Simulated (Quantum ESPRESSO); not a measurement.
**NiO in Quantum ESPRESSO: the effect of Hubbard term**

Crystal: NiO.

```
Ni O
1.0
     0.00000    2.09131    2.09131
     2.09131    0.00000    2.09131
     2.09131    2.09131    0.00000
Ni O
1 1
Direct
  0.00000 0.00000 0.00000
  0.50000 0.50000 0.50000
```

Alike in all runs:

```yaml
Program: Quantum ESPRESSO 7.5
Task: single point
Functional: PBE
Potentials_or_basis: GBRV 1.5 PBE
Cutoff: 612 eV
Density_cutoff: 4898 eV
k_mesh: 8 × 8 × 8
Occupations: gaussian, width 0.05 eV
Spin: collinear spin, ferromagnetic start
Starting_moments: "[2.0, 0.0] μB"
Hubbard_projectors: atomic
Double: 4
Start_of_the_occupations: atomic
Moments_locked: none
Magnetic_state_asked_for: fm
Formal_shell_electrons: 1 d8
```

**Question.** One run gave: gap on the mesh none; pressure -0.3 GPa. Which Hubbard term did it use?
A. Ni d U = 4 eV
B. Ni d U = 6 eV
C. Ni d U = 5 eV
D. none
E. Ni d U = 8 eV

**Answer.** D.

| Hubbard term | gap on the mesh (eV) | pressure (GPa) |
| --- | --- | --- |
| none | none | -0.3 |
| Ni d U = 4 eV | 0.82 | 11.7 |
| Ni d U = 5 eV | 1.22 | 12.7 |
| Ni d U = 6 eV | 1.63 | 13.9 |
| Ni d U = 8 eV | 2.16 | 16.7 |

Caveats: a cell with one magnetic atom can't hold antiferromagnetic order, which such compounds often take; semilocal functionals often make such compounds metallic where correlation or magnetic order opens a gap, which also shifts bond lengths (some runs).

A k mesh can miss the band edges.

A gap of «none» marks a metal or a gap under the smearing width.
